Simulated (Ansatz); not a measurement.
# MgO2 in Ansatz: the effect of functional

MgO2:

```xyz
3
Lattice="1.5720 0.9076 3.4227 -1.5720 0.9076 3.4227 0.0000 -1.8152 3.4227" Properties=species:S:1:pos:R:3 pbc="T T T"
Mg    0.0000    0.0000    0.0000
O     0.0000    0.0000    5.8652
O     0.0000    0.0000    4.4028
```

The cell comes from a database or a generator and needn't be the stable form of this composition.

The cell isn't the ideal one: volume scaled by 0.94.

Alike in all runs:

- Program: Ansatz 0.2.0
- Task: single point
- Potentials or basis: Ansatz PAW
- k mesh: 10 × 10 × 10
- Occupations: fermi-dirac, width 0.05 eV
- Spin: no spin polarisation

| functional | cutoff | gap on the mesh (eV) | pressure (GPa) | largest force (eV/Å) |
| --- | --- | --- | --- | --- |
| LDA | 420 eV (not typed: the program's choice for these potentials) | 2.58 | -2.3 | 0.16 |
| PBEsol | 420 eV (not typed: the program's choice for these potentials) | ? | ? | ? |
| r2SCAN | 500 eV (not typed: the program's choice for these potentials) | 3.35 | 3.3 | 0.09 |

**Question.** What does the run with functional PBEsol give?

**Answer.** gap on the mesh 2.62 eV; pressure 3.6 GPa; largest force 0.01 eV/Å.

Caveats: the PAW data sets come from PBE, with cores solved anew for the run's functional, which leaves a small shift of forces and pressure.

A k mesh can miss the band edges.

Runs at the PBE level aren't shown here.
